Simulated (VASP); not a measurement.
GaSb: single point with PBE

**Experimental background.**

A printed reference work, data compilation reports, for a bulk crystal of GaSb at 4.2 K: band gap 0.811 eV (direct).

The system is GaSb.

```
Sb Ga
1.0
     0.00000    3.05900    3.05900
     3.05900    0.00000    3.05900
     3.05900    3.05900    0.00000
Sb Ga
1 1
Cartesian
  4.5885 4.5885 4.5885
  0.0000 0.0000 0.0000
```

```yaml
Program: VASP 6.6.1
Task: single point
Functional: PBE
Potentials_or_basis: VASP PAW PBE potentials, release 64 (Sb, Ga_d)
Cutoff: 520 eV
k_mesh: 8 × 8 × 8
Occupations: gaussian, width 0.013 eV
Spin: no spin polarisation
```

```
Pressure               : 2.4 GPa
Band gap on the k mesh : 0.04 eV, direct
```

Levels at points of the mesh, in eV from the valence-band top:
| k point | band 7 | band 8 | band 9 | band 10 | band 11 | band 12 |
| --- | --- | --- | --- | --- | --- | --- |
| (0.00, 0.00, 0.00) | 0.00 | 0.00 | 0.00 | 0.04 | 2.77 | 2.77 |
| (0.50, 0.00, 0.00) | -6.37 | -1.15 | -1.15 | 0.40 | 3.75 | 3.75 |
| (0.50, 0.50, 0.00) | -6.81 | -2.57 | -2.57 | 0.90 | 1.25 | 8.68 |

Wall time 30 s on 1 thread of AMD EPYC 7R13 Processor (Zen 3) (shared host), peak memory 0.16 GiB.

Against the measured gap of GaSb, 0.811 eV (direct; 4.2 K; a printed reference work, data compilation), the calculated 0.04 eV is off by -0.78 eV. Spin-orbit coupling on Ga, Sb is left out. The value is that of PBE on a finite k mesh, which can miss the band edges, without temperature or zero-point motion. Semilocal functionals fall short of measured gaps as a rule.

Caveat: spin-orbit coupling is left out, which moves the levels of the heavy elements.
